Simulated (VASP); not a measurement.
**BAs: single point with HSE06**

BAs:

```
CELL_PARAMETERS angstrom
0.00000 2.38890 2.38890
2.38890 0.00000 2.38890
2.38890 2.38890 0.00000
ATOMIC_POSITIONS crystal
B 0.00000 0.00000 0.00000
As 0.25000 0.25000 0.25000
```

The cell was built by a generator and needn't be a form met in nature.

- Program: VASP 6.6.1
- Task: single point
- Functional: HSE06
- Potentials or basis: VASP PAW PBE potentials, release 64 (B, As)
- Cutoff: 520 eV
- k mesh: 5 × 5 × 5
- Occupations: gaussian, width 0.02 eV
- Spin: no spin polarisation

- Pressure: -0.5 GPa
- Band gap on the k mesh: 1.87 eV, indirect (least direct gap 4.14 eV)

Levels at points of the mesh, in eV from the valence-band top:
```csv
k point,band 2,band 3,band 4,band 5,band 6,band 7
"(0.00, 0.00, 0.00)",0.00,0.00,0.00,4.14,4.14,4.14
```

It took 2.5 min on 1 thread of AMD EPYC 7R13 Processor (Zen 3) (shared host), peak memory 0.23 GiB.

Caveat: the k mesh is coarse (spacing up to 0.46 Å⁻¹), so the values aren't converged, least of all with exact exchange; the PAW data sets were made with another functional, which shifts forces and pressure a little; an odd mesh through Γ misses points on the zone boundary, where band edges often lie.
